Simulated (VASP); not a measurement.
**A VASP 6.6.1 single-point calculation on LiH**

INCAR

```
ISIF = 2
LASPH = .TRUE.
EDIFF = 1E-7
ENCUT = 700
NBANDS = 9
GGA = PE
SIGMA = 0.02
LCHARG = .FALSE.
LWAVE = .FALSE.
ISMEAR = -1
IBRION = -1
PREC = Accurate
NELM = 58
BMIX = 3
LREAL = .FALSE.
NSW = 0
```

KPOINTS

```
KPOINTS created by Atomic Simulation Environment
0
Gamma
10 10 10
0 0 0
```

POSCAR

```
Li H
 1.0000000000000000
     0.0066766495000000    2.0096714906000002    2.0096714906000002
     2.0096714906000002    0.0066766495000000    2.0096714906000002
     2.0096714906000002    2.0096714906000002    0.0066766495000000
 Li  H
   1   1
Cartesian
  0.0000000000000000  0.0000000000000000  0.0000000000000000
  2.0130098153500002  2.0130098153500002  2.0130098153500002
```

The recommended PBE PAW datasets give the neutral cell 4 valence electrons.

Command

```
mpirun -np 1 vasp_std
```

OSZICAR

```
N       E                     dE             d eps       ncg     rms          rms(c)
DAV:   1    -0.707029193489E+00   -0.70703E+00   -0.17161E+03  2096   0.502E+02
DAV:   2    -0.628999101076E+01   -0.55830E+01   -0.55561E+01  2996   0.631E+01
DAV:   3    -0.636932975637E+01   -0.79339E-01   -0.79301E-01  2514   0.645E+00
DAV:   4    -0.636975819356E+01   -0.42844E-03   -0.42834E-03  2972   0.408E-01
DAV:   5    -0.636975903568E+01   -0.84212E-06   -0.84212E-06  2507   0.156E-02    0.288E+00
DAV:   6    -0.625100335379E+01    0.11876E+00   -0.42666E-02  2380   0.593E-01    0.202E+00
DAV:   7    -0.611721496959E+01    0.13379E+00   -0.35151E-01  2274   0.187E+00    0.578E-01
DAV:   8    -0.612743934510E+01   -0.10224E-01   -0.19701E-02  2442   0.839E-01    0.191E-01
DAV:   9    -0.612673820932E+01    0.70114E-03   -0.27400E-03  2901   0.191E-01    0.539E-02
DAV:  10    -0.612681179751E+01   -0.73588E-04   -0.10758E-04  2369   0.649E-02    0.814E-03
DAV:  11    -0.612681032731E+01    0.14702E-05   -0.35702E-06  2506   0.141E-02    0.744E-03
DAV:  12    -0.612680910185E+01    0.12255E-05   -0.45972E-06  2933   0.102E-02    0.334E-03
DAV:  13    -0.612680945042E+01   -0.34857E-06   -0.28786E-07  2313   0.381E-03    0.128E-03
DAV:  14    -0.612680976091E+01   -0.31049E-06   -0.11524E-07  2305   0.199E-03    0.233E-04
DAV:  15    -0.612680975771E+01    0.32045E-08   -0.10624E-09  1169   0.207E-04
   1 F= -.61268098E+01 E0= -.61268098E+01  d E =-.231505E-12
```

Standard output (part)

```
POSCAR found type information on POSCAR LiH
 POSCAR found :  2 types and       2 ions
 LDA part: xc-table for (Slater+PW92), standard interpolation
 POSCAR, INCAR and KPOINTS ok, starting setup
 WAVECAR not read
 entering main loop
```

From OUTCAR

```
k-points           NKPTS =    116   k-points in BZ     NKDIM =    116   number of bands    NBANDS=      9

   NELECT =       4.0000    total number of electrons

   dimension x,y,z NGX =    28 NGY =   28 NGZ =   28
   dimension x,y,z NGXF=    56 NGYF=   56 NGZF=   56

  energy-cutoff  :      700.00
  volume of cell :       16.15
      direct lattice vectors                 reciprocal lattice vectors
     0.006676650  2.009671491  2.009671491    -0.250040178  0.249212231  0.249212231
     2.009671491  0.006676650  2.009671491     0.249212231 -0.250040178  0.249212231
     2.009671491  2.009671491  0.006676650     0.249212231  0.249212231 -0.250040178

 k-points in reciprocal lattice and weights: KPOINTS created by Atomic Simulation Env
   0.00000000  0.00000000  0.00000000       0.001
   0.10000000  0.00000000 -0.00000000       0.006
   0.20000000  0.00000000 -0.00000000       0.006
   0.30000000 -0.00000000 -0.00000000       0.006
   0.40000000 -0.00000000 -0.00000000       0.006
   0.50000000  0.00000000  0.00000000       0.003
   0.10000000  0.10000000 -0.00000000       0.006
   0.20000000  0.10000000 -0.00000000       0.012
   ...

 E-fermi :   0.5406

 k-point     1 :       0.0000    0.0000    0.0000
  band No.  band energies     occupation
      1     -44.2110      2.00000
      2      -5.3521      2.00000
      3      16.1160      0.00000
      4      17.8368      0.00000
      5      17.9826      0.00000
      6      17.9826      0.00000
      7      22.5264      0.00000
      8      22.7042      0.00000
      9      22.7042      0.00000

 k-point     2 :       0.1000    0.0000   -0.0000
  band No.  band energies     occupation
      1     -44.2067      2.00000
      2      -5.1752      2.00000
      3      14.6808      0.00000
      4      16.9419      0.00000
      5      17.4674      0.00000
      6      17.5890      0.00000
      7      22.0723      0.00000
      8      23.3872      0.00000
      9      23.5466      0.00000

 k-point     3 :       0.2000    0.0000   -0.0000
  band No.  band energies     occupation
      1     -44.1951      2.00000
      2      -4.6559      2.00000
      3      11.4460      0.00000
      4      15.6524      0.00000
      5      16.8495      0.00000
      6      16.9529      0.00000
      7      22.9015      0.00000
      8      23.2398      0.00000
      9      23.2822      0.00000

 k-point     4 :       0.3000   -0.0000   -0.0000
  band No.  band energies     occupation
      1     -44.1810      2.00000
      2      -3.8562      2.00000
      3       8.2991      0.00000
      4      14.6056      0.00000
      5      16.4792      0.00000
      6      16.5633      0.00000
      7      21.1645      0.00000
      8      21.2165      0.00000
      9      24.4450      0.00000

 k-point     5 :       0.4000   -0.0000   -0.0000
  band No.  band energies     occupation
      1     -44.1695      2.00000
      2      -2.9754      2.00000
      3       5.9376      0.00000
      4      13.9231      0.00000
      5      16.4333      0.00000
      6      16.4965      0.00000
      7      19.6506      0.00000
      8      19.7231      0.00000
      9      26.2567      0.00000

 ...

  Total       -0.0404986     -0.0404986     -0.0404986     -0.0163114     -0.0163114     -0.0163114
  in kB       -4.0171204     -4.0171204     -4.0171204     -1.6179554     -1.6179554     -1.6179554
  external PRESSURE =      -4.0171204 kB  Pullay stress =       0.0000000 kB

 POSITION                                       TOTAL-FORCE (eV/Angst)
 -----------------------------------------------------------------------------------
      0.00000      0.00000      0.00000         0.000000     -0.000000      0.000000
      2.01301      2.01301      2.01301        -0.000000      0.000000     -0.000000
 -----------------------------------------------------------------------------------
    total drift:                                0.000000      0.000000      0.000000

  FREE ENERGIE OF THE ION-ELECTRON SYSTEM (eV)
  ---------------------------------------------------
  free  energy   TOTEN  =        -6.1268097577 eV

  energy  without entropy=       -6.1268097577  energy(sigma->0) =       -6.12680976
```

It converged. Results: gap between bands v and c on the k mesh 2.98 eV; least direct gap on the k mesh 2.98 eV; pressure -0.4 GPa. Band v is the last that the valence electrons fill when counted band by band, and c is the next.

For comparison, a separate PBE run of the intended cell, on usual settings and not on those above, gives a gap of 2.98 eV on its mesh and a pressure of -0.4 GPa.

The run above took about 25 s on one core of a shared host (Intel Xeon Platinum 8488C) and held 0.16 GiB at most.
